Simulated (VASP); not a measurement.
In: single point with PBEsol

Crystal: In.

```
In
1.0
    -1.66584    1.66584    2.48335
     1.66584   -1.66584    2.48335
     1.66584    1.66584   -2.48335
In
1
Direct
  0.00000 0.00000 0.00000
```

```json
{
 "Program": "VASP 6.6.1",
 "Task": "single point",
 "Functional": "PBEsol",
 "Potentials or basis": "VASP PAW PBE potentials, release 64 (In_d)",
 "Cutoff": "450 eV",
 "k mesh": "19 × 19 × 19",
 "Occupations": "methfessel-paxton, width 0.1 eV",
 "Spin": "no spin polarisation"
}
```

```
Pressure               : -2.7 GPa
Band gap on the k mesh : none (metal or under the smearing width)
```

Levels at points of the mesh, in eV from the Fermi level:
| k point | band 2 | band 3 | band 4 | band 5 | band 6 | band 7 | band 8 | band 9 | band 10 |
| --- | --- | --- | --- | --- | --- | --- | --- | --- | --- |
| (0.00, 0.00, 0.00) | -14.45 | -14.45 | -14.36 | -14.29 | -9.19 | 10.07 | 10.07 | 10.19 | 11.46 |

Run time: 8.3 s on 4 MPI ranks on Intel(R) Xeon(R) 6975P-C (Granite Rapids), on a shared host, peak memory 0.23 GiB a rank.

Caveat: the PAW data sets were made with another functional, which shifts forces and pressure a little.
